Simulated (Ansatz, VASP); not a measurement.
# Two plane-wave programs on C

```
C
1.0
     0.00000    1.78337    1.78337
     1.78337    0.00000    1.78337
     1.78337    1.78337    0.00000
C
2
Direct
  0.00000 0.00000 0.00000
  0.25000 0.25000 0.25000
```

This isn't the form of C at room conditions, which is graphite.

Alike in both runs: task single point; functional PBE; k mesh 6 × 6 × 6; no spin polarisation.

|  | VASP | Ansatz |
| --- | --- | --- |
| version | VASP 6.6.1 | Ansatz 0.2.0 |
| potentials or method | VASP PAW PBE potentials, release 64 (C) | plane waves, PAW |
| plane-wave cutoff (eV) | 520 | 490 |
| occupations | gaussian, width 0.01 eV | fixed |
| valence electrons in the cell | 8 | 8 |

```csv
,VASP,Ansatz,Ansatz less VASP
pressure (GPa),2.5,1.9,-0.63
```

Caveats: the k mesh is coarse (spacing up to 0.51 Å⁻¹), so the values aren't converged.
